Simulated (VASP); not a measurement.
HfO2:

```
CELL_PARAMETERS angstrom
5.55640 0.00000 0.00000
0.00000 3.33360 0.00000
0.00000 0.00000 6.50500
ATOMIC_POSITIONS crystal
Hf 0.74868 0.75000 0.60787
Hf 0.25132 0.25000 0.39213
Hf 0.24868 0.75000 0.89213
Hf 0.75132 0.25000 0.10787
O 0.63950 0.25000 0.42340
O 0.36050 0.75000 0.57660
O 0.13950 0.25000 0.07660
O 0.86050 0.75000 0.92340
O 0.52079 0.25000 0.84145
O 0.47921 0.75000 0.15855
O 0.02079 0.25000 0.65855
O 0.97921 0.75000 0.34145
```

Measurements of this composition are mostly on another form, of space group No. 14.

Base run:

```yaml
Program: VASP 6.6.1
Functional: PBEsol
Potentials_or_basis: VASP PAW PBE potentials, release 64 (Hf_pv, O)
Cutoff: 520 eV
k_mesh: 4 × 6 × 3
Occupations: fermi-dirac, width 0.05 eV
Spin: no spin polarisation
```

Its results: band gap on the k mesh 3.30 eV, direct.

Problem. The run is repeated on the same cell with these changes: functional from PBEsol to PBE. What comes out?

Solution. Band gap on the k mesh 3.40 eV, direct.

Caveats: spin-orbit coupling is left out, which moves the levels of the heavy elements.
